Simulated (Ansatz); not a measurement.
Runs of Ansatz 0.2.0 on KTaO3. It takes space group Pm-3m (No. 221, cubic). Conventional cell: a = 3.988 Å, b = 3.988 Å, c = 3.988 Å, α = 90.00°, β = 90.00°, γ = 90.00°. Around Ta (site symmetry m-3m) lie 6 O at 1.99 Å. Around K (site symmetry m-3m) lie 12 O at 2.82 Å. Around O (site symmetry 4/mmm) lie 2 Ta at 1.99 Å. 

```tsv
task	level	potentials or basis	cell	k mesh	cutoff (eV)	points for each segment of the path	gap on the mesh (eV)	pressure (GPa)	relaxed volume (Å³/atom)
band structure	BLYP	Ansatz PAW	as given	7 × 7 × 7	420	14	(c)	10.2	-
relaxation of cell and atoms	PBEsol	Ansatz PAW	relaxed	7 × 7 × 7	420	-	2.20	0.0	(b)
single point	PBE	Ansatz PAW	as given	12 × 12 × 12	420	-	2.22	5.4	-
relaxation of cell and atoms	rPW86-PBE	Ansatz PAW	relaxed	7 × 7 × 7	420	-	(a)	0.0	13.34
```

Alike in all rows: no spin polarisation; smearing fermi-dirac 0.05 eV.

**Question.** Fill in the values left out.

**Answer.** (a) 2.21; (b) 12.66; (c) 2.32.

Caveats: spin-orbit coupling is left out, which moves the levels of the heavy elements; the PAW data sets come from PBE, with cores solved anew for the run's functional, which leaves a small shift of forces and pressure (some runs); odd divisions of the mesh miss points on the zone boundary, where band edges often lie, so the gap on the mesh can be too wide (some runs); the plane-wave basis is chosen anew once the cell has moved, so the energies of steps on either side of that aren't comparable (some runs); the k mesh misses the band edges, so the gap on the mesh is wider than the one along the path (some runs).

A k mesh can miss the band edges, and the runs leave out spin-orbit coupling on Ta.
